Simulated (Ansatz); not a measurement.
Relaxed structure of HCOOH on the (100) surface of TiB₂, one molecule per 38.2 Å² (the molecule's atoms stand last):

```
CELL_PARAMETERS angstrom
6.00746 0.00000 0.00000
0.00000 6.36331 0.00000
0.00000 0.00000 27.84951
ATOMIC_POSITIONS crystal
B 0.50000 0.25000 0.28726
B 0.50000 0.75000 0.28726
B 0.00000 0.25000 0.28726
B 0.00000 0.75000 0.28726
Ti 0.25000 0.00000 0.31839
Ti 0.25000 0.50000 0.31839
Ti 0.75000 0.00000 0.31839
Ti 0.75000 0.50000 0.31839
B 0.50000 0.25000 0.34953
B 0.50000 0.75000 0.34953
B 0.00000 0.25000 0.34953
B 0.00000 0.75000 0.34953
B 0.75000 0.25000 0.38066
B 0.75000 0.75000 0.38066
B 0.25000 0.25000 0.38066
B 0.25000 0.75000 0.38066
Ti 0.50058 0.99992 0.41242
Ti 0.50153 0.50015 0.41228
Ti 0.99918 0.00018 0.41242
Ti 0.99827 0.49996 0.41224
B 0.75011 0.24898 0.44401
B 0.74996 0.75105 0.44401
B 0.24996 0.24914 0.44317
B 0.25000 0.75116 0.44312
B 0.99990 0.24906 0.47462
B 0.99993 0.75063 0.47458
B 0.50029 0.24957 0.47462
B 0.49990 0.75081 0.47469
Ti 0.74999 0.99936 0.51711
Ti 0.75013 0.50018 0.50920
Ti 0.25002 0.00044 0.50784
Ti 0.25006 0.50015 0.50572
B 0.01118 0.25837 0.53475
B 0.01236 0.74506 0.53470
B 0.49120 0.25551 0.53479
B 0.48955 0.74435 0.53443
O 0.61548 0.73725 0.63486
C 0.71939 0.91955 0.63644
O 0.77329 0.02905 0.60210
H 0.58352 0.70476 0.59984
H 0.75606 0.96790 0.67369
```

Computed with DFT PBE+D3(BJ), scalar-relativistic, plane waves, PAW (Ansatz). Settings: cutoff 420 eV, Γ-centred mesh 3×3×1 on the computed 41-atom cell, Gaussian smearing of 0.10 eV; no spin polarisation. The cell repeats along c with a dipole correction in the vacuum.

The slab and the molecular layer are also computed alone at these places.

Q: How does the adsorption energy per molecule split into interaction and deformation?

A: E_ads = -0.420 eV: interaction of the rigid parts -0.697 eV, deformation of the slab +0.244 eV, deformation of the molecule with its lateral interactions +0.033 eV.

Q: How much charge moves across the plane at z = 15.80 Å, midway between slab and molecule?

A: About 0.03 electrons a cell move down to the slab; half the integral of |Δρ| is 0.38 e.

Spin polarisation was left out, and a magnetic state may lie lower.